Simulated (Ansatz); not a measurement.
# BaS (rocksalt type): the cost of one run

Program: Ansatz 0.2.0. Level of theory: DFT LDA, with the methods named in each step. These are calculated values, not measurements.

2 further runs of the same task are left out: 2 that didn't finish.

### 1 The starting structure

Symmetry: Fm-3m, No. 225, cubic system. The conventional cell has a = 6.270 Å, b = 6.270 Å, c = 6.270 Å, α = 90.00°, β = 90.00°, γ = 90.00°. Ba (site symmetry m-3m) is surrounded by 6 S at 3.13 Å. Around S (site symmetry m-3m) lie 6 Ba at 3.13 Å.

As a file:

```cif
data_structure
_symmetry_space_group_name_H-M 'Fm-3m'
_symmetry_Int_Tables_number 225
_cell_length_a 6.2698
_cell_length_b 6.2698
_cell_length_c 6.2698
_cell_angle_alpha 90.000
_cell_angle_beta 90.000
_cell_angle_gamma 90.000
_cell_volume 246.47
loop_
_atom_site_label
_atom_site_type_symbol
_atom_site_symmetry_multiplicity
_atom_site_Wyckoff_symbol
_atom_site_fract_x
_atom_site_fract_y
_atom_site_fract_z
_atom_site_occupancy
Ba1 Ba 4 a 0.00000 0.00000 0.00000 1
S1 S 4 b 0.50000 0.00000 0.00000 1
```

The file gives the conventional cell by its symmetry; the runs use the cell typed in the input.

Whether this phase is the stable one at these pressures isn't tested.

Atoms are numbered in the order of the input: Ba1, S2.

### 2 The reference volume, LAPW

The input, input.yaml:

```yaml
crystal:
  lattice:
    - [0.0, 3.1349090268, 3.1349090268]
    - [3.1349090268, 0.0, 3.1349090268]
    - [3.1349090268, 3.1349090268, 0.0]
  atoms:
    - { symbol: Ba, position: [0.0, 0.0, 0.0] }
    - { symbol: S, position: [0.5, 0.5, 0.5] }
kpoints:
  mp_grid: { grid: [11, 11, 11] }
  band_path:
    path:
      - [0.0, 0.0, 0.0]
      - [0.5, 0.0, 0.5]
      - [0.625, 0.25, 0.625]
      - [0.375, 0.375, 0.75]
      - [0.0, 0.0, 0.0]
      - [0.5, 0.5, 0.5]
      - [0.5, 0.25, 0.75]
      - [0.5, 0.0, 0.5]
    npoints: 14
scf:
  occupations: { method: fermi_dirac, width: 0.1 }
hamiltonian:
  xc: lda
  pseudopotentials: { kind: all_electron, lapw: { basis_error: 0.001 } }
output:
  forces: true
  stress: true
  eigenvalues: true
  populations: true
  dos: { projected: true, de: 0.2, e_range: [-14, 8] }
```

Started as:

```sh
> ansatz run input.yaml --threads 1 --pin off --max-ram 2048MiB --backend cpu --events-out ev --progress --plain --runs-dir out
```

What time and memory should one allow on 1 thread of Arm Neoverse V2, shared host?

About 13 s, with a peak of 0.3 GiB.
